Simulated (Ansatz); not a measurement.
**WSe₂: strain energy, fitted**

WSe₂, P6_3/mmc, a = 3.231 Å, c = 12.417 Å. Ansatz: PBEsol+D3(BJ), PAW, 420 eV, Γ-centred 12×12×4 mesh on 6 atoms, Gaussian smearing 0.02 eV; no spin polarisation. Series: equal strain along all axes, cell held, atoms relaxed; x is the strain in per cent. y is the free energy over the unstrained cell, V0 = 18.708 Å³/atom.

```
x (%) y (meV/atom)
 -4.5        104.25
 -3.0         42.93
 -1.5          9.88
  0.0          0.00
  1.5             ?
  3.0         33.92
  4.5         71.85
```

**Question.** Fit y = c2 x² + c3 x³ to the other rows, turn c2 into a modulus, and predict the missing energy.

**Answer.** Least squares on the rows shown. y = 4.3341 x² − 0.17681 x³. In eV per unit strain² c2 is 43.34; the stiffness is B for this strain (E = 9/2 B V0 ε², shape held): 2 × 43.34 × 160.2 / (9 × 18.708) = 82 GPa. At x = 1.5 the fit asked for gives 9.15 meV/atom. The run gave 9.12 meV/atom, so the fit is 0.03 meV/atom too high, within the rms miss on the fitted rows (0.49 meV/atom).

Spin–orbit coupling is left out, which can shift energies with elements as heavy as these.